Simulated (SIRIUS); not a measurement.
# Zr (P6_3/mmc) in SIRIUS: notebook

One crystal, Zr, is run at these levels: PBEsol, PBEsol+D3, PBEsol+D3(BJ), PBEsol+D4; tasks: relaxation of cell and atoms.

Program: SIRIUS 7.10.0. These are calculated values, not measurements. Logs are shortened: lines on timing, memory, paths and dates and some standing lists are left out, and cuts for length are marked. The log counts tension as positive stress, the text compression.

## Step 1: Starting point

Symmetry: P6_3/mmc, No. 194, hexagonal system. The conventional cell has a = 3.232 Å, b = 3.232 Å, c = 5.147 Å, α = 90.00°, β = 90.00°, γ = 120.00°. Around Zr (site symmetry -6m2) lie 12 Zr at 3.18 to 3.23 Å.

## Step 2: Relaxation of cell and atoms, PBEsol

run.py reads:

```python
import json, subprocess
import numpy as np
from ase import Atoms
from ase.io import read
from ase.calculators.calculator import Calculator, all_changes
from ase.units import Bohr, Hartree, GPa
from ase.optimize import BFGS
from ase.filters import FrechetCellFilter

class Sirius(Calculator):
    """Writes sirius.json, runs sirius.scf and reads out.json."""
    implemented_properties = ["energy", "free_energy", "forces", "stress", "magmom"]

    def __init__(self, config, files):
        super().__init__()
        self.config, self.files, self.calls = config, files, 0

    def calculate(self, atoms=None, properties=["energy"], system_changes=all_changes):
        super().calculate(atoms, properties, system_changes)
        symbols = atoms.get_chemical_symbols()
        types = list(dict.fromkeys(symbols))
        order = [i for t in types for i, s in enumerate(symbols) if s == t]
        frac = atoms.get_scaled_positions(wrap=False)
        m = atoms.get_initial_magnetic_moments()
        m = m if m.ndim == 2 else np.c_[0 * m, 0 * m, m]
        spin = self.config["parameters"]["num_mag_dims"] > 0
        rows = {t: [list(frac[i]) + (list(m[i]) if spin else []) for i in order if symbols[i] == t] for t in types}
        cell = {"lattice_vectors": (atoms.cell[:] / Bohr).tolist(), "atom_types": types, "atom_files": self.files, "atoms": rows}
        json.dump({**self.config, "unit_cell": cell}, open("sirius.json", "w"), indent=1)
        self.calls += 1
        with open(f"sirius_{self.calls:03d}.out", "w") as log:
            subprocess.run(["sirius.scf", "--input=sirius.json", "--output=out.json"], stdout=log, stderr=subprocess.STDOUT, check=True)
        gs = json.load(open("out.json"))["ground_state"]
        if not gs["converged"]:
            raise RuntimeError("SCF did not converge")
        self.results = {"energy": gs["energy"]["free"] * Hartree, "free_energy": gs["energy"]["free"] * Hartree}
        if "forces" in gs:
            f = np.zeros((len(atoms), 3))
            f[order] = np.array(gs["forces"]) * Hartree / Bohr
            self.results["forces"] = f
        if "stress" in gs:
            s = np.array(gs["stress"]) * Hartree / Bohr**3
            self.results["stress"] = s.flat[[0, 4, 8, 5, 2, 1]]
        if spin:
            self.results["magmom"] = gs["magnetisation"]["total"][2]

atoms = read("Zr.xyz")

config = {
    "control": {
        "processing_unit": 'cpu',
        "verbosity": 1,
        "print_forces": True,
        "print_stress": True,
    },
    "parameters": {
        "electronic_structure_method": 'pseudopotential',
        "xc_functionals": ['XC_GGA_X_PBE_SOL', 'XC_GGA_C_PBE_SOL'],
        "gk_cutoff": 8.2,
        "pw_cutoff": 16.4,
        "ngridk": [4, 4, 2],
        "shiftk": [0, 0, 0],
        "smearing": 'fermi_dirac',
        "smearing_width": 0.0018374661,
        "num_bands": 20,
        "num_mag_dims": 0,
        "num_dft_iter": 100,
        "energy_tol": 1e-08,
        "density_tol": 1e-06,
    },
    "iterative_solver": {
        "type": 'davidson',
        "min_tolerance": 1e-09,
        "tolerance_scale": [0.1, 0.25],
    },
    "mixer": {
        "type": 'anderson',
        "beta": 0.7,
        "max_history": 8,
    },
    "settings": {
        "tol_ne": 1e-10,
        "pseudo_grid_cutoff": 6.5,
    },
}
dft = Sirius(config, {'Zr': 'Zr.json'})
atoms.calc = dft
results = {"symbols": atoms.get_chemical_symbols(), "cell": atoms.cell[:].tolist(), "frac": atoms.get_scaled_positions(wrap=False).tolist(), "steps": []}

def note():
    results["steps"].append({"energy": atoms.get_potential_energy(), "cell": atoms.cell[:].tolist(), "positions": atoms.positions.tolist(),
                             "forces": atoms.get_forces().tolist(), "stress": atoms.get_stress().tolist()})
    json.dump(results, open("results.json", "w"))

opt = BFGS(FrechetCellFilter(atoms, scalar_pressure=0.0 * GPa))
opt.attach(note)
results["converged"] = bool(opt.run(fmax=0.02, steps=30))
print("converged:", results["converged"])
print("cell parameters:", atoms.cell.cellpar().round(5))
print("volume per atom (A^3):", round(atoms.get_volume() / len(atoms), 4))
print(atoms.get_scaled_positions().round(6))
json.dump(results, open("results.json", "w"))
```

Zr.xyz reads:

```xyz
2
Lattice="3.2320000000 0.0000000000 0.0000000000 -1.6160000000 2.7989941050 0.0000000000 0.0000000000 0.0000000000 5.1470000000" Properties=species:S:1:pos:R:3 pbc="T T T"
Zr     1.6160000002      0.9329980349      3.8602500000
Zr    -0.0000000002      1.8659960701      1.2867500000
```

Potentials or basis: PseudoDojo 0.4.1 PBE standard (scalar relativistic).

On the command line:

```bash
> upf_to_json Zr.upf
> OMP_NUM_THREADS=1 python run.py
```

What it wrote:

```text
Step          Energy          fmax
BFGS:    0    -2750.221497        0.553108
BFGS:    1    -2750.227113        0.413948
BFGS:    2    -2750.233104        0.050473
BFGS:    3    -2750.233189        0.040610
BFGS:    4    -2750.233404        0.001875
converged: True
cell parameters: [  3.21716   3.21716   5.06105  90.       90.      120.     ]
volume per atom (A^3): 22.6823
[[0.666667 0.333333 0.75    ]
 [0.333333 0.666667 0.25    ]]
```

sirius_001.out:

```text
[info] SIRIUS version : 7.10.0
[info] number of MPI ranks           : 1
[info] MPI grid                      : 1 1
[info] maximum number of OMP threads : 1
[fft] FFT context for density and potential
[fft] =====================================
[fft]   comm size                             : 1
[fft]   plane wave cutoff                     : 16.4
[fft]   grid size                             : 36 36 54   total : 69984
[fft]   grid limits                           : -17 18   -17 18   -26 27
[fft]   number of G-vectors within the cutoff : 11666
[fft]   local number of G-vectors             : 11666
[fft]   number of G-shells                    : 1232
[fft] FFT context for coarse grid
[fft] =====================================
[fft]   comm size                             : 1
[fft]   plane wave cutoff                     : 16.4
[fft]   grid size                             : 36 36 54   total : 69984
[fft]   grid limits                           : -17 18   -17 18   -26 27
[fft]   number of G-vectors within the cutoff : 11666
[fft]   local number of G-vectors             : 11666
[fft]   number of G-shells                    : 1232
[unit cell] lattice vectors
[unit cell]   a1 :       6.1075948387      0.0000000000      0.0000000000
[unit cell]   a2 :      -3.0537974194      5.2893322863      0.0000000000
[unit cell]   a3 :       0.0000000000      0.0000000000      9.7264203697
[unit cell] reciprocal lattice vectors
[unit cell]   b1 :       1.0287495279      0.5939488169     -0.0000000000
[unit cell]   b2 :       0.0000000000      1.1878976338      0.0000000000
[unit cell]   b3 :       0.0000000000     -0.0000000000      0.6459915435
[unit cell] unit cell volume :       314.21296879 [a.u.^3]
[unit cell] 1/sqrt(omega)    :         0.05641414
[unit cell] MT volume        :         0.00000000 ( 0.00%)
[unit cell] IT volume        :       314.21296879 (100.00%)
[unit cell] number of atom types : 1
[... 233 lines left out ...]
[find] smearing (-TS)                 :      -0.00112056
[find] SCF correction                 :      -0.00000658
[find] Total energy                   :    -101.06765610 (Ha),    -202.13531221 (Ry)
[find] Free energy (E-TS)             :    -101.06877666 (Ha),    -202.13755332 (Ry)
[find] band gap (eV)                  :       0.00000000
[find] Efermi                         :       0.51116972
[find] iteration : 10, RMS : 9.586824312218e-08, energy difference : 7.488395681321e-09
[find] Hartree energy of density residual : 1.808392839181e-12
[find] bands are converged : true
[find] iterative solver converged : true
[find] converged after 11 SCF iterations!
[find] Charges and magnetic moments
[find] --------------------------------------------------------------------------------
[find] total charge          : 24.000000
[find] Energy
[find] --------------------------------------------------------------------------------
[find] valence_eval_sum               :      -7.06269002
[find] <rho|V^{XC}>                   :     -16.51480236
[find] <rho|E^{XC}>                   :     -19.83610233
[find] <mag|B^{XC}>                   :       0.00000000
[find] <rho|V^{H}>                    :      27.22993854
[find] one-electron contribution      :     -17.77782620 (Ha),     -35.55565241 (Ry)
[find] hartree contribution           :      13.61496927
[find] xc contribution                :     -19.83610233
[find] ewald contribution             :     -77.06869025
[find] PAW contribution               :       0.00000000
[find] smearing (-TS)                 :      -0.00112056
[find] SCF correction                 :      -0.00000658
[find] Total energy                   :    -101.06765610 (Ha),    -202.13531221 (Ry)
[find] Free energy (E-TS)             :    -101.06877666 (Ha),    -202.13755332 (Ry)
[find] band gap (eV)                  :       0.00000000
[find] Efermi                         :       0.51116972
[ground_state] === stress tensor components [kbar] ===
[ground_state] === stress_kin ===
[ground_state] -18005.463110    0.000000    0.000000
[ground_state]     0.000000-18005.463111    0.000000
[ground_state]     0.000000    0.000000-17882.991204
[ground_state] === stress_har ===
[ground_state] -4144.121971    0.000000    0.000000
[ground_state]     0.000000-4144.121971   -0.000000
[ground_state]     0.000000   -0.000000-4459.994119
[ground_state] === stress_ewald ===
[ground_state] 24313.418516   -0.000000    0.000000
[ground_state]    -0.00000024313.418516    0.000000
[ground_state]     0.000000    0.00000023535.647593
[ground_state] === stress_vloc ===
[ground_state]  6833.022581   -0.000000   -0.000000
[ground_state]    -0.000000 6833.022582    0.000000
[ground_state]    -0.000000    0.000000 7783.593750
[ground_state] === stress_xc ===
[ground_state] -3047.319740    0.000000    0.000000
[ground_state]     0.000000-3047.319740    0.000000
[ground_state]     0.000000    0.000000-3048.021214
[ground_state] === stress_core ===
[ground_state]  7857.302032   -0.000000    0.000000
[ground_state]    -0.000000 7857.302032    0.000000
[ground_state]     0.000000    0.000000 7852.774224
[ground_state] === stress_nonloc ===
[ground_state] -13787.712326    0.000000    0.000000
[ground_state]     0.000000-13787.712326    0.000000
[ground_state]     0.000000    0.000000-13742.944274
[ground_state] === stress_us_nl ===
[ground_state] -13787.712326    0.000000    0.000000
[ground_state]     0.000000-13787.712326    0.000000
[ground_state]     0.000000    0.000000-13742.944274
[ground_state] === stress_total ===
[ground_state]    19.125982    0.000000    0.000000
[ground_state]     0.000000   19.125982    0.000000
[ground_state]     0.000000    0.000000   38.064754
[ground_state] ==== total Forces in Ha/bohr =====
[ground_state] atom:    0, force:       0.0000000      0.0000000      0.0000000
[ground_state] atom:    1, force:      -0.0000000     -0.0000000     -0.0000000
```

sirius_005.out:

```text
[info] SIRIUS version : 7.10.0
[info] number of MPI ranks           : 1
[info] MPI grid                      : 1 1
[info] maximum number of OMP threads : 1
[fft] FFT context for density and potential
[fft] =====================================
[fft]   comm size                             : 1
[fft]   plane wave cutoff                     : 16.4
[fft]   grid size                             : 36 36 54   total : 69984
[fft]   grid limits                           : -17 18   -17 18   -26 27
[fft]   number of G-vectors within the cutoff : 11401
[fft]   local number of G-vectors             : 11401
[fft]   number of G-shells                    : 1205
[fft] FFT context for coarse grid
[fft] =====================================
[fft]   comm size                             : 1
[fft]   plane wave cutoff                     : 16.4
[fft]   grid size                             : 36 36 54   total : 69984
[fft]   grid limits                           : -17 18   -17 18   -26 27
[fft]   number of G-vectors within the cutoff : 11401
[fft]   local number of G-vectors             : 11401
[fft]   number of G-shells                    : 1205
[unit cell] lattice vectors
[unit cell]   a1 :       6.0795550324     -0.0000000000     -0.0000000000
[unit cell]   a2 :      -3.0397775162      5.2650491017     -0.0000000000
[unit cell]   a3 :       0.0000000000     -0.0000000000      9.5640071785
[unit cell] reciprocal lattice vectors
[unit cell]   b1 :       1.0334942728      0.5966881966      0.0000000000
[unit cell]   b2 :       0.0000000000      1.1933763932      0.0000000000
[unit cell]   b3 :       0.0000000000      0.0000000000      0.6569615842
[unit cell] unit cell volume :       306.13579548 [a.u.^3]
[unit cell] 1/sqrt(omega)    :         0.05715351
[unit cell] MT volume        :         0.00000000 ( 0.00%)
[unit cell] IT volume        :       306.13579548 (100.00%)
[unit cell] number of atom types : 1
[unit cell] type id : 0 symbol : Zr mt_radius :  16.210000 num_atoms : 2
[unit cell] total number of atoms : 2
[... 226 lines left out ...]
[find] SCF correction                 :      -0.00001414
[find] Total energy                   :    -101.06808827 (Ha),    -202.13617654 (Ry)
[find] Free energy (E-TS)             :    -101.06921426 (Ha),    -202.13842852 (Ry)
[find] band gap (eV)                  :       0.00000000
[find] Efermi                         :       0.52721891
[find] iteration : 9, RMS : 1.044491967723e-07, energy difference : 4.846995693697e-09
[find] Hartree energy of density residual : 9.260166679951e-13
[find] bands are converged : true
[find] iterative solver converged : true
[find] converged after 10 SCF iterations!
[find] Charges and magnetic moments
[find] --------------------------------------------------------------------------------
[find] total charge          : 24.000000
[find] Energy
[find] --------------------------------------------------------------------------------
[find] valence_eval_sum               :      -6.66488085
[find] <rho|V^{XC}>                   :     -16.54731108
[find] <rho|E^{XC}>                   :     -19.86054795
[find] <mag|B^{XC}>                   :       0.00000000
[find] <rho|V^{H}>                    :      26.71528391
[find] one-electron contribution      :     -16.83285368 (Ha),     -33.66570736 (Ry)
[find] hartree contribution           :      13.35764195
[find] xc contribution                :     -19.86054795
[find] ewald contribution             :     -77.73231446
[find] PAW contribution               :       0.00000000
[find] smearing (-TS)                 :      -0.00112599
[find] SCF correction                 :      -0.00001414
[find] Total energy                   :    -101.06808827 (Ha),    -202.13617654 (Ry)
[find] Free energy (E-TS)             :    -101.06921426 (Ha),    -202.13842852 (Ry)
[find] band gap (eV)                  :       0.00000000
[find] Efermi                         :       0.52721891
[ground_state] === stress tensor components [kbar] ===
[ground_state] === stress_kin ===
[ground_state] -18514.147139   -0.000000    0.000000
[ground_state]    -0.000000-18514.147140   -0.000000
[ground_state]     0.000000   -0.000000-18410.148435
[ground_state] === stress_har ===
[ground_state] -4120.061095   -0.000000    0.000000
[ground_state]    -0.000000-4120.061095   -0.000000
[ground_state]     0.000000   -0.000000-4597.165990
[ground_state] === stress_ewald ===
[ground_state] 25283.997741    0.000000   -0.000000
[ground_state]     0.00000025283.997741    0.000000
[ground_state]    -0.000000    0.00000024136.216911
[ground_state] === stress_vloc ===
[ground_state]  6562.146287    0.000000   -0.000000
[ground_state]     0.000000 6562.146287    0.000000
[ground_state]    -0.000000    0.000000 8037.346853
[ground_state] === stress_xc ===
[ground_state] -3120.656191   -0.000000    0.000000
[ground_state]    -0.000000-3120.656191   -0.000000
[ground_state]     0.000000   -0.000000-3121.859355
[ground_state] === stress_core ===
[ground_state]  8065.124056    0.000000   -0.000000
[ground_state]     0.000000 8065.124056    0.000000
[ground_state]    -0.000000    0.000000 8060.224871
[ground_state] === stress_nonloc ===
[ground_state] -14156.271192   -0.000000    0.000000
[ground_state]    -0.000000-14156.271193   -0.000000
[ground_state]     0.000000   -0.000000-14104.579700
[ground_state] === stress_us_nl ===
[ground_state] -14156.271192   -0.000000    0.000000
[ground_state]    -0.000000-14156.271193   -0.000000
[ground_state]     0.000000   -0.000000-14104.579700
[ground_state] === stress_total ===
[ground_state]     0.132465   -0.000000   -0.000000
[ground_state]    -0.000000    0.132465    0.000000
[ground_state]    -0.000000    0.000000    0.035154
[ground_state] ==== total Forces in Ha/bohr =====
[ground_state] atom:    0, force:       0.0000000     -0.0000000      0.0000000
[ground_state] atom:    1, force:       0.0000000      0.0000000      0.0000000
```

Wall time 49 s (1 thread of Arm Neoverse V2, shared host); peak memory 0.22 GiB.

Results:

```yaml
Free_energy: -2750.2334 eV
Relaxed_volume: 22.68 Å³/atom
Relaxed_cell: a = 3.217 Å, b = 3.217 Å, c = 5.061 Å, α = 90.00°, β = 90.00°, γ = 120.00°
Space_group_after_relaxing_to_0.05_Å: P6_3/mmc (No. 194)
Energy_gained_by_relaxing: 6.0 meV/atom
Ionic_steps: 5
Pressure_after_relaxing: 0.0 GPa
Band_gap_on_the_k_mesh: none (metal or under the smearing width)
```

Step by step:
```tsv
step	energy change (eV)	largest force (eV/Å)	pressure (GPa)	volume (Å³)
1	0.0000	0.0000	-2.54	46.56
2	-0.0056	0.0000	-1.81	46.19
3	-0.0116	0.0000	0.15	45.28
4	-0.0117	0.0000	0.11	45.30
5	-0.0119	0.0000	-0.01	45.36
```

Final structure:
```yaml
crystal:
  lattice:
    - [3.21716, 0.00000, 0.00000]
    - [-1.60858, 2.78614, 0.00000]
    - [0.00000, 0.00000, 5.06105]
  atoms:
    - { symbol: Zr, position: [0.66667, 0.33333, 0.75000] }
    - { symbol: Zr, position: [0.33333, 0.66667, 0.25000] }
```

Caveat: the k mesh is coarse (spacing up to 0.61 Å⁻¹), so the values aren't converged; the potentials were made for another functional, which shifts forces and pressure.

## Step 3: Relaxation of cell and atoms, PBEsol+D3

run.py: that of step 2 with these lines changed.

```diff
@@ -6,2 +6,4 @@
 from ase.units import Bohr, Hartree, GPa
+from ase.calculators.mixing import SumCalculator
+from dftd3.ase import DFTD3
 from ase.optimize import BFGS
@@ -87,3 +89,3 @@
 dft = Sirius(config, {'Zr': 'Zr.json'})
-atoms.calc = dft
+atoms.calc = SumCalculator([dft, DFTD3(method="pbesol", damping="d3zero")])
 results = {"symbols": atoms.get_chemical_symbols(), "cell": atoms.cell[:].tolist(), "frac": atoms.get_scaled_positions(wrap=False).tolist(), "steps": []}
```

Zr.xyz is that of step 2.

Potentials or basis: PseudoDojo 0.4.1 PBE standard (scalar relativistic).

On the command line:

```bash
> upf_to_json Zr.upf
> OMP_NUM_THREADS=1 python run.py
```

Run time: 30 s. Hardware: 1 thread of Arm Neoverse V2, shared host; peak memory 0.22 GiB.

The run converged. Its results:

```yaml
Free_energy: -2750.9418 eV
Relaxed_volume: 21.93 Å³/atom
Relaxed_cell: a = 3.177 Å, b = 3.177 Å, c = 5.019 Å, α = 90.00°, β = 90.00°, γ = 120.00°
Space_group_after_relaxing_to_0.05_Å: P6_3/mmc (No. 194)
Energy_gained_by_relaxing: 23.9 meV/atom
Ionic_steps: 3
Pressure_after_relaxing: 0.1 GPa
Band_gap_on_the_k_mesh: none (metal or under the smearing width)
Dispersion_energy_per_atom: -0.362 eV
```

Stress tensor (GPa, compression positive):
```
0.15 0.00 0.00
0.00 0.15 0.00
0.00 0.00 0.00
```

Step by step:
```csv
step,energy change (eV),largest force (eV/Å),pressure (GPa),volume (Å³)
1,0.0000,0.0000,-5.39,46.56
2,-0.0232,0.0000,-3.93,45.79
3,-0.0477,0.0000,0.10,43.86
```

Final structure:
```xyz
2
Lattice="3.1765 0.0000 0.0000 -1.5883 2.7510 0.0000 0.0000 0.0000 5.0192" Properties=species:S:1:pos:R:3 pbc="T T T"
Zr    1.5883    0.9170    3.7644
Zr    0.0000    1.8340    1.2548
```

Caveat: the k mesh is coarse (spacing up to 0.61 Å⁻¹), so the values aren't converged; the potentials were made for another functional, which shifts forces and pressure; pairwise dispersion overbinds metals, which lowers pressure and volume.

(Continued in part 2 of 2.)
